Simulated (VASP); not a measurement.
# AgI (P6_3mc) in VASP: notebook

One crystal, AgI, is run at these levels: PBEsol, r2SCAN; tasks: single point.

Program: VASP 6.6.1. These are calculated values, not measurements. Logs are shortened: lines on timing, memory, paths and dates and some standing lists are left out, and cuts for length are marked.

## (1) The crystal as given

The structure is hexagonal, space group P6_3mc (No. 186). Conventional cell: a = 4.651 Å, b = 4.651 Å, c = 7.599 Å, α = 90.00°, β = 90.00°, γ = 120.00°. Ag (site symmetry 3m) is surrounded by 4 I at 2.85 Å. I (site symmetry 3m) is surrounded by 4 Ag at 2.85 Å.

The cell was built by a generator and needn't be a form met in nature.

## (2) Single point, PBEsol

INCAR reads:

```
SYSTEM = AgI
PREC = Accurate ; ENCUT = 520
EDIFF = 1E-6 ; ISMEAR = 0
SIGMA = 0.01 ; LREAL = .False.
LASPH = .True. ; NELM = 100
ALGO = Normal ; ISIF = 2
LWAVE = .False. ; LCHARG = .True.
GGA = PS ; LELF = .True.
LVHAR = .True. ; NBANDS = 26
```

KPOINTS reads:

```
regular mesh
0
Gamma
  6 6 2
  0 0 0
```

POSCAR reads:

```
AgI
1.0
    4.6508717364      0.0000000000      0.0000000000
   -2.3254358682      4.0277730735      0.0000000000
    0.0000000000      0.0000000000      7.5992966317
Ag I
2 2
Direct
    0.3333333333      0.6666666667      0.0000048555
    0.6666666667      0.3333333333      0.5000048555
    0.3333333333      0.6666666667      0.3749951445
    0.6666666667      0.3333333333      0.8749951445
```

Potentials or basis: VASP PAW PBE potentials, release 64 (Ag, I).

The run is started by

```console
> cat potpaw_PBE.64/Ag/POTCAR potpaw_PBE.64/I/POTCAR > POTCAR
> mpirun -np 1 vasp_std > vasp.out
```

OUTCAR:

```text
SYSTEM = AgI
   PREC = Accurate
   ENCUT = 520
   EDIFF = 1E-6
   ISMEAR = 0
   LREAL = .False.
   LASPH = .True.
   NELM = 100
   ISIF = 2
   GGA = PS

 ion  position               nearest neighbor table
   1  0.333  0.667  0.000-   4 2.85   4 2.85   4 2.85   3 2.85
   2  0.667  0.333  0.500-   3 2.85   3 2.85   3 2.85   4 2.85
   3  0.333  0.667  0.375-   2 2.85   2 2.85   2 2.85   1 2.85
   4  0.667  0.333  0.875-   1 2.85   1 2.85   1 2.85   2 2.85

  LATTYP: Found a hexagonal cell.
 ALAT       =     4.6508717364
 C/A-ratio  =     1.6339510230

  Lattice vectors:

 A1 = (   4.6508717364,   0.0000000000,   0.0000000000)
 A2 = (  -2.3254358682,   4.0277730735,   0.0000000000)
 A3 = (   0.0000000000,   0.0000000000,   7.5992966317)

Analysis of symmetry for initial positions (statically):
=====================================================================
 Subroutine PRICEL returns:
 Original cell was already a primitive cell.

 Routine SETGRP: Setting up the symmetry group for a
 hexagonal supercell.

 Subroutine GETGRP returns: Found 12 space group operations
 (whereof  6 operations were pure point group operations)
 out of a pool of 24 trial point group operations.

The static configuration has the point symmetry C_3v.
 The point group associated with its full space group is C_6v.

Analysis of symmetry for dynamics (positions and initial velocities):
=====================================================================
 Subroutine PRICEL returns:
 Original cell was already a primitive cell.

 Routine SETGRP: Setting up the symmetry group for a
 hexagonal supercell.

 Subroutine GETGRP returns: Found 12 space group operations
 (whereof  6 operations were pure point group operations)
 out of a pool of 24 trial point group operations.

The dynamic configuration has the point symmetry C_3v.
 The point group associated with its full space group is C_6v.

 Subroutine INISYM returns: Found 12 space group operations
 (whereof  6 operations are pure point group operations),
 and found     1 'primitive' translations

----------------------------------------------------------------------------------------

                                     Primitive cell

  volume of cell :     142.3550

  direct lattice vectors                    reciprocal lattice vectors
     4.650871736  0.000000000  0.000000000     0.215013455  0.124138076  0.000000000
    -2.325435868  4.027773073  0.000000000     0.000000000  0.248276152  0.000000000
     0.000000000  0.000000000  7.599296632     0.000000000  0.000000000  0.131591126

  length of vectors
     4.650871736  4.650871736  7.599296632     0.248276152  0.248276152  0.131591126

  position of ions in fractional coordinates (direct lattice)
     0.333333333  0.666666667  0.000004856
     0.666666667  0.333333333  0.500004856
     0.333333333  0.666666667  0.374995144
     0.666666667  0.333333333  0.874995144

  ion indices of the primitive-cell ions
   primitive index   ion index
                 1           1
                 2           2
                 3           3
                 4           4

----------------------------------------------------------------------------------------

 KPOINTS: regular mesh

Automatic generation of k-mesh.
 Grid dimensions read from file:
 generate k-points for:    6    6    2

 Generating k-lattice:

  Cartesian coordinates                     Fractional coordinates (reciprocal lattice)
     0.035835576  0.020689679  0.000000000     0.166666667  0.000000000  0.000000000
     0.000000000  0.041379359  0.000000000     0.000000000  0.166666667  0.000000000
     0.000000000  0.000000000  0.065795563     0.000000000  0.000000000  0.500000000

  Length of vectors
     0.041379359  0.041379359  0.065795563

  Shift w.r.t. Gamma in fractional coordinates (k-lattice)
     0.000000000  0.000000000  0.000000000

 Subroutine IBZKPT returns following result:
 ===========================================

 Found     14 irreducible k-points:

 Following reciprocal coordinates:
            Coordinates               Weight
  0.000000  0.000000  0.000000      1.000000
  0.166667  0.000000  0.000000      6.000000
  0.333333  0.000000  0.000000      6.000000
  0.500000  0.000000  0.000000      3.000000
  0.166667  0.166667  0.000000      6.000000
  0.333333  0.166667  0.000000     12.000000
  0.333333  0.333333  0.000000      2.000000
  0.000000  0.000000  0.500000      1.000000
  0.166667  0.000000  0.500000      6.000000
  0.333333  0.000000  0.500000      6.000000
  0.500000  0.000000  0.500000      3.000000
  0.166667  0.166667  0.500000      6.000000
  0.333333  0.166667  0.500000     12.000000
  0.333333  0.333333  0.500000      2.000000
   k-points           NKPTS =     14   k-points in BZ     NKDIM =     14   number of bands    NBANDS=     26
   number of dos      NEDOS =    301   number of ions     NIONS =      4
   total plane-waves  NPLWV =  77760
   dimension x,y,z NGX =    36 NGY =   36 NGZ =   60
   dimension x,y,z NGXF=    72 NGYF=   72 NGZF=  120
   ions per type =               2   2
   NGX,Y,Z   is equivalent  to a cutoff of  12.87, 12.87, 13.13 a.u.
   NGXF,Y,Z  is equivalent  to a cutoff of  25.74, 25.74, 26.25 a.u.
 SYSTEM =  AgI
   PREC   = accura    normal or accurate (medium, high low for compatibility)
   ISTART =      0    job   : 0-new  1-cont  2-samecut
   ICHARG =      2    charge: 1-file 2-atom 10-const
   ISPIN  =      1    spin polarized calculation?
   LNONCOLLINEAR =      F non collinear calculations
   LSORBIT =      F    spin-orbit coupling
   LASPH  =      T    aspherical Exc in radial PAW
   ENCUT  =  520.0 eV  38.22 Ry    6.18 a.u.   8.65  8.65 14.13*2*pi/ulx,y,z
   NELM   =    100;   NELMIN=  2; NELMDL= -5     # of ELM steps
   EDIFF  = 0.1E-05   stopping-criterion for ELM
[... 8 lines left out ...]
   TEBEG  =    0.0;   TEEND  =   0.0 temperature during run
   PSTRESS=    0.0 pullay stress
   NELECT =      36.0000    total number of electrons
   NUPDOWN=      -1.0000    fix difference up-down
   EMIN   =  10.00;   EMAX   =-10.00  energy-range for DOS
   EFERMI =   0.00;   METHOD = LEGACY
   ISMEAR =     0;   SIGMA  =   0.01  broadening in eV -4-tet -1-fermi 0-gaus
   EFERMI_NEDOS =   21; number of points for ismear=-14 and -15
   IALGO  =     38    algorithm
   IMIX   =      4    mixing-type and parameters
     AMIX     =   0.40;   BMIX     =  1.00
     AMIX_MAG =   1.60;   BMIX_MAG =  1.00
  volume/ion in A,a.u.               =      35.59       240.16
  Fermi-wavevector in a.u.,A,eV,Ry     =   1.035265  1.956367 14.582357  1.071773
  Thomas-Fermi vector in A             =   2.169600
   LORBIT       =      0    0 simple, 1 ext, 2 COOP (PROOUT), +10 PAW based schemes
   GGA     = PS    functional components
   LHFCALC =     F    Hartree Fock is set to
   AEXX    =    0.0000 exact exchange contribution
   IVDW    =     0    specifies the selected vdW correction
   LEPSILON=     F    determine dielectric tensor
   LRPA    =     F    only Hartree local field effects (RPA)
 non-spin polarized calculation
 Gauss-broadening in eV      SIGMA  =   0.01
  energy-cutoff  :      520.00
  volume of cell :      142.36
 maximum number of plane-waves:      3861
 NGX is ok and might be reduce to    36
   NGX = 17   NGY = 17   NGZ = 29

 number of electron      35.9999995 magnetization

 Free energy of the ion-electron system (eV)
  ---------------------------------------------------
  ext. energy  EPLUGINS =         0.00000000
  ---------------------------------------------------
  free energy    TOTEN  =       -10.86087023 eV

  energy without entropy =      -10.86087023  energy(sigma->0) =      -10.86087023

 E-fermi :   2.6299     XC(G=0):  -8.4495

 val. band max:        2.5858650958   @ k =   0.0000   0.0000   0.0000
 cond. band min:       3.8225869756   @ k =   0.0000   0.0000   0.0000
 fundamental gap:      1.2367218798
 Fermi energy:         2.6299231882

 k-point     1 :       0.0000    0.0000    0.0000
  band No.  band energies     occupation
      1     -10.0539      2.00000
      2      -9.7885      2.00000
      3      -1.4078      2.00000
      4      -1.4065      2.00000
      5      -1.4065      2.00000
      6      -1.3553      2.00000
[... 18 lines left out ...]
     25       9.1936      0.00000
     26       9.7274      0.00000

 k-point     2 :       0.1667    0.0000    0.0000
  band No.  band energies     occupation
      1      -9.9970      2.00000
      2      -9.7609      2.00000
      3      -1.4603      2.00000
      4      -1.3701      2.00000
      5      -1.3647      2.00000
      6      -1.2808      2.00000
[... 18 lines left out ...]
     25       9.3861      0.00000
     26       9.7035      0.00000

 k-point     3 :       0.3333    0.0000    0.0000
  band No.  band energies     occupation
      1      -9.8701      2.00000
      2      -9.7138      2.00000
      3      -1.5293      2.00000
      4      -1.3777      2.00000
      5      -1.2872      2.00000
      6      -1.1783      2.00000
[... 18 lines left out ...]
     25       9.8799      0.00000
     26      10.2548      0.00000

 k-point     4 :       0.5000    0.0000    0.0000
  band No.  band energies     occupation
      1      -9.7912      2.00000
      2      -9.7031      2.00000
      3      -1.5140      2.00000
      4      -1.4210      2.00000
      5      -1.2530      2.00000
      6      -1.0900      2.00000
[... 18 lines left out ...]
     25       9.9734      0.00000
     26      11.5847      0.00000

 k-point     5 :       0.1667    0.1667    0.0000
  band No.  band energies     occupation
      1      -9.9044      2.00000
      2      -9.7238      2.00000
      3      -1.4663      2.00000
      4      -1.3784      2.00000
      5      -1.3089      2.00000
      6      -1.2421      2.00000
[... 18 lines left out ...]
     25       9.8910      0.00000
     26      10.0523      0.00000

 k-point     6 :       0.3333    0.1667    0.0000
  band No.  band energies     occupation
      1      -9.7926      2.00000
      2      -9.7024      2.00000
      3      -1.4478      2.00000
      4      -1.3234      2.00000
      5      -1.2631      2.00000
      6      -1.1212      2.00000
[... 18 lines left out ...]
     25      10.0811      0.00000
     26      10.4146      0.00000

 k-point     7 :       0.3333    0.3333    0.0000
  band No.  band energies     occupation
      1      -9.7252      2.00000
      2      -9.7252      2.00000
      3      -1.3951      2.00000
      4      -1.1942      2.00000
      5      -1.1942      2.00000
      6      -1.0307      2.00000
[... 18 lines left out ...]
     25       9.9572      0.00000
     26       9.9572      0.00000

 k-point     8 :       0.0000    0.0000    0.5000
  band No.  band energies     occupation
      1      -9.9241      2.00000
      2      -9.9241      2.00000
      3      -1.4894      2.00000
      4      -1.4894      2.00000
      5      -1.3499      2.00000
      6      -1.3499      2.00000
[... 18 lines left out ...]
     25       8.6120      0.00000
     26       8.6120      0.00000

 k-point     9 :       0.1667    0.0000    0.5000
  band No.  band energies     occupation
      1      -9.8808      2.00000
      2      -9.8808      2.00000
      3      -1.5256      2.00000
      4      -1.5256      2.00000
      5      -1.2981      2.00000
      6      -1.2981      2.00000
[... 18 lines left out ...]
     25       9.0266      0.00000
     26       9.0266      0.00000

 k-point    10 :       0.3333    0.0000    0.5000
  band No.  band energies     occupation
      1      -9.7916      2.00000
      2      -9.7916      2.00000
      3      -1.5904      2.00000
      4      -1.5904      2.00000
      5      -1.1873      2.00000
      6      -1.1873      2.00000
[... 18 lines left out ...]
     25       9.7408      0.00000
     26       9.7408      0.00000

 k-point    11 :       0.5000    0.0000    0.5000
  band No.  band energies     occupation
      1      -9.7457      2.00000
      2      -9.7457      2.00000
      3      -1.6147      2.00000
      4      -1.6147      2.00000
      5      -1.1295      2.00000
      6      -1.1295      2.00000
[... 18 lines left out ...]
     25       9.9630      0.00000
     26       9.9630      0.00000

 k-point    12 :       0.1667    0.1667    0.5000
  band No.  band energies     occupation
      1      -9.8144      2.00000
      2      -9.8144      2.00000
      3      -1.5494      2.00000
      4      -1.5494      2.00000
      5      -1.2687      2.00000
      6      -1.2687      2.00000
[... 18 lines left out ...]
     25       9.5929      0.00000
     26       9.5929      0.00000

 k-point    13 :       0.3333    0.1667    0.5000
  band No.  band energies     occupation
      1      -9.7460      2.00000
      2      -9.7460      2.00000
      3      -1.5382      2.00000
      4      -1.5382      2.00000
      5      -1.1997      2.00000
      6      -1.1997      2.00000
[... 18 lines left out ...]
     25       9.9786      0.00000
     26       9.9786      0.00000

 k-point    14 :       0.3333    0.3333    0.5000
  band No.  band energies     occupation
      1      -9.7231      2.00000
      2      -9.7231      2.00000
      3      -1.4280      2.00000
      4      -1.4280      2.00000
      5      -1.2528      2.00000
      6      -1.2528      2.00000
[... 18 lines left out ...]
     25      10.6961      0.00000
     26      10.6962      0.00000

------------------------ aborting loop because EDIFF is reached ----------------------------------------

  FORCE on cell =-STRESS in cart. coord.  units (eV):
  Direction    XX          YY          ZZ          XY          YZ          ZX
  --------------------------------------------------------------------------------------
  -------------------------------------------------------------------------------------
  Total       -1.5624327     -1.5624327     -1.5923453      0.0000000      0.0000000     -0.0000000
  in kB      -17.5848694    -17.5848694    -17.9215303      0.0000000      0.0000000     -0.0000000
  external PRESSURE =     -17.6970897 kB  Pullay stress =       0.0000000 kB

 VOLUME and BASIS-vectors are now :
 -----------------------------------------------------------------------------
  energy-cutoff  :      520.00
  volume of cell :      142.36
      direct lattice vectors                 reciprocal lattice vectors
     4.650871736  0.000000000  0.000000000     0.215013455  0.124138076  0.000000000
    -2.325435868  4.027773073  0.000000000     0.000000000  0.248276152  0.000000000
     0.000000000  0.000000000  7.599296632     0.000000000  0.000000000  0.131591126

 POSITION                                       TOTAL-FORCE (eV/Angst)
 -----------------------------------------------------------------------------------
     -0.00000      2.68518      0.00004        -0.000000      0.000000     -0.006088
      2.32544      1.34259      3.79969         0.000000     -0.000000     -0.006088
     -0.00000      2.68518      2.84970         0.000000      0.000000      0.006088
      2.32544      1.34259      6.64935         0.000000     -0.000000      0.006088
 -----------------------------------------------------------------------------------
    total drift:                               -0.000000      0.000000      0.000657

  FREE ENERGIE OF THE ION-ELECTRON SYSTEM (eV)
  ---------------------------------------------------
  free  energy   TOTEN  =       -10.8608702290 eV

  energy  without entropy=      -10.8608702290  energy(sigma->0) =      -10.86087023
```

Run time: 33 s. Hardware: 1 thread of AMD EPYC 9R45 (Zen 5), shared host; peak memory 0.25 GiB.

Results:

```yaml
Free_energy: -10.8609 eV
Pressure: -1.8 GPa
Largest_force: 0.006 eV/Å
Band_gap_on_the_k_mesh: 1.24 eV, direct
```

Forces in eV/Å, atoms in the order of the input:
```
Ag   0.000  0.000 -0.006
Ag   0.000  0.000 -0.006
I    0.000  0.000  0.006
I    0.000  0.000  0.006
```

Levels at points of the mesh, in eV from the valence-band top:
```tsv
k point	band 14	band 15	band 16	band 17	band 18	band 19	band 20	band 21	band 22	band 23
(0.00, 0.00, 0.00)	-0.67	-0.67	-0.06	0.00	0.00	1.24	2.55	5.73	5.73	5.89
(0.50, 0.00, 0.00)	-2.50	-2.08	-1.68	-0.97	-0.67	3.23	3.54	4.77	5.74	6.21
(0.00, 0.00, 0.50)	-1.63	-0.35	-0.35	-0.35	-0.35	2.54	2.54	5.54	5.54	6.03
(0.50, 0.00, 0.50)	-2.68	-1.17	-1.17	-1.16	-1.16	3.19	3.19	4.82	4.82	7.18
```

Caveat: the PAW data sets were made with another functional, which shifts forces and pressure a little; spin-orbit coupling is left out, which moves the levels of the heavy elements. As with any semilocal functional, this PBEsol gap is likely too small.

## (3) Single point, r2SCAN

POSCAR is that of step 2.

INCAR.step1 reads:

```
  ALGO = Normal
  EDIFF = 1E-4
  ENCUT = 520
  GGA = PE
  ISMEAR = 0
  LASPH = True
  LCHARG = False
  LREAL = False
  LWAVE = True
  NBANDS = 26
  NELM = 100
  PREC = Accurate
  SIGMA = 0.01
```

INCAR.step2 reads:

```
  ALGO = Normal
  EDIFF = 1E-6
  ENCUT = 520
  ISIF = 2
  ISMEAR = 0
  ISTART = 1
  LASPH = True
  LCHARG = False
  LMIXTAU = True
  LREAL = False
  LWAVE = False
  METAGGA = R2SCAN
  NBANDS = 26
  NELM = 100
  PREC = Accurate
  SIGMA = 0.01
```

KPOINTS reads:

```
k-points
0
Gamma
  6 6 2
```

Potentials or basis: VASP PAW PBE potentials, release 64 (Ag, I).

The run is started by

```console
> cat potpaw_PBE.64/Ag/POTCAR potpaw_PBE.64/I/POTCAR > POTCAR
> cp INCAR.step1 INCAR
> mpirun -np 1 vasp_std > vasp.out
> cp INCAR.step2 INCAR
> mpirun -np 1 vasp_std > vasp.out
```

Run time: 2.3 min. Hardware: 1 thread of AMD EPYC 9R45 (Zen 5), shared host; peak memory 0.28 GiB.

It converged, with:

```
Free energy            : -93.0523 eV
Pressure               : -0.1 GPa
Band gap on the k mesh : 1.83 eV, direct
```

Levels at points of the mesh, in eV from the valence-band top:
```csv
k point,band 15,band 16,band 17,band 18,band 19,band 20,band 21,band 22
"(0.00, 0.00, 0.00)",-0.68,-0.06,0.00,0.00,1.83,3.10,6.29,6.29
"(0.50, 0.00, 0.00)",-2.08,-1.70,-0.97,-0.68,3.77,3.98,5.14,6.26
"(0.00, 0.00, 0.50)",-0.35,-0.35,-0.35,-0.35,3.10,3.10,6.03,6.03
"(0.50, 0.00, 0.50)",-1.18,-1.18,-1.17,-1.17,3.68,3.68,5.28,5.28
```

Caveat: the PAW data sets were made with another functional, which shifts forces and pressure a little; spin-orbit coupling is left out, which moves the levels of the heavy elements. r2SCAN opens gaps a little over a GGA but as a rule still falls short of measured ones.

(Part 1 of 2 ends here.)
